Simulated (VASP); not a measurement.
Here is a VASP 6.6.1 calculation.

File INCAR:

```
SYSTEM = SnO2
PREC = Accurate
ENCUT = 520
EDIFF = 1E-7
ISMEAR = -1
SIGMA = 0.05
LREAL = .FALSE.
LASPH = .TRUE.
NELM = 80
ALGO = Normal
ISIF = 2
LWAVE = .FALSE.
LCHARG = .FALSE.
GGA = PE
NBANDS = 20
```

Contents of KPOINTS:

```
regular mesh
0
G
  9 9 9
  0 0 0
```

The input POSCAR:

```
SnO2
1.0
    0.0000000000      2.5741500000      2.5741500000
    2.5741500000      0.0000000000      2.5741500000
    2.5741500000      2.5741500000      0.0000000000
Sn O
1 2
Direct
   -0.0027650000     -0.0182110000      0.0218970000
    0.7469760000      0.7521670000      0.7595630000
    0.2342790000      0.2753380000      0.2411290000
```

Potentials or basis: VASP PAW PBE potentials, release 64 (Sn_d, O).

Launch:

```bash
$ cat potpaw_PBE.64/Sn_d/POTCAR potpaw_PBE.64/O/POTCAR > POTCAR
$ mpirun -np 1 vasp_std > vasp.out
```

(1) Predict the pressure.

(2) What does it give for the band gap on the k mesh?

(3) Estimate the largest force.

## Answers

(1) 1.3 GPa.

(2) none (metal or under the smearing width).

(3) 1.206 eV/Å.
